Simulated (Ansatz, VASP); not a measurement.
## Two plane-wave programs on WC

```
W C
1.0
     2.91659    0.00000    0.00000
    -1.45830    2.52584    0.00000
     0.00000    0.00000    2.83944
W C
1 1
Cartesian
  0.0000 0.0000 0.0000
  1.4583 0.8419 1.4197
```

The cell is a database's computed one.

Alike in both runs: task relaxation of cell and atoms; functional PBEsol; k mesh 18 × 18 × 14; occupations gaussian, width 0.1 eV; no spin polarisation.

|  | VASP | Ansatz |
| --- | --- | --- |
| version | VASP 6.6.1 | Ansatz 0.2.0 |
| potentials or method | VASP PAW PBE potentials, release 64 (W_sv, C) | scalar-relativistic, plane waves, PAW |
| plane-wave cutoff (eV) | 600 | 420 |
| valence electrons in the cell | 18 | 18 |

Ansatz gave:

| Property | Result |
| --- | --- |
| gap on the k mesh at the Fermi level, each at its own relaxed structure (eV) | none |
| relaxed volume (Å³/atom) | 10.29 |
| relaxed cell length with the largest relative difference (Å) | 2.828 |
| energy change over the relaxation (meV/atom) | -4 |

Task: What did VASP give for the same quantities?

Result: gap on the k mesh at the Fermi level, each at its own relaxed structure (eV): none; relaxed volume (Å³/atom): 10.31; relaxed cell length with the largest relative difference (Å): 2.831; energy change over the relaxation (meV/atom): -2.

A gap of «none» marks a metal or a gap that the smearing closes.

Caveats: the PAW data sets were made with another functional, which shifts forces and pressure a little (VASP). Spin-orbit coupling is left out, which matters for the levels of W.
